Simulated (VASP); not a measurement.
**CaS (Oldhamite): single point with PBE**

The system is CaS (Oldhamite).

```
Ca S
1.0
     0.00000    2.88431    2.88431
     2.88431    0.00000    2.88431
     2.88431    2.88431    0.00000
Ca S
1 1
Direct
  0.00000 0.00000 0.00000
  0.50000 0.50000 0.50000
```

```
Program                : VASP 6.6.1
Task                   : single point
Functional             : PBE
Potentials or basis    : VASP PAW PBE potentials, release 64 (Ca_sv, S)
Cutoff                 : 520 eV
k mesh                 : 8 × 8 × 8
Occupations            : gaussian, width 0.02 eV
Spin                   : no spin polarisation
Dipole correction      : no
Further INCAR settings : ALGO = Fast; EDIFF = 1e-06; NBANDS = 15
```

```yaml
Pressure: -1.5 GPa
Band_gap_on_the_k_mesh: 2.44 eV, indirect (least direct gap 3.22 eV)
```

Levels at points of the mesh, in eV from the valence-band top:
```
           k point  band 6  band 7  band 8  band 9  band 10  band 11
(0.00, 0.00, 0.00)    0.00    0.00    0.00    3.91     4.16     4.16
(0.50, 0.00, 0.00)   -2.96   -1.08   -1.08    5.14     5.93     6.07
(0.50, 0.50, 0.00)   -2.20   -0.78   -0.78    2.44     5.52     5.83
```

Run time: 26 s on 1 thread of Intel(R) Xeon(R) Platinum 8259CL CPU @ 2.50GHz (Skylake/Cascade Lake), with other jobs on the host, peak memory 0.17 GiB.

A k mesh can miss the band edges. Expect the measured gap to be larger: semilocal functionals such as PBE lack the derivative discontinuity.
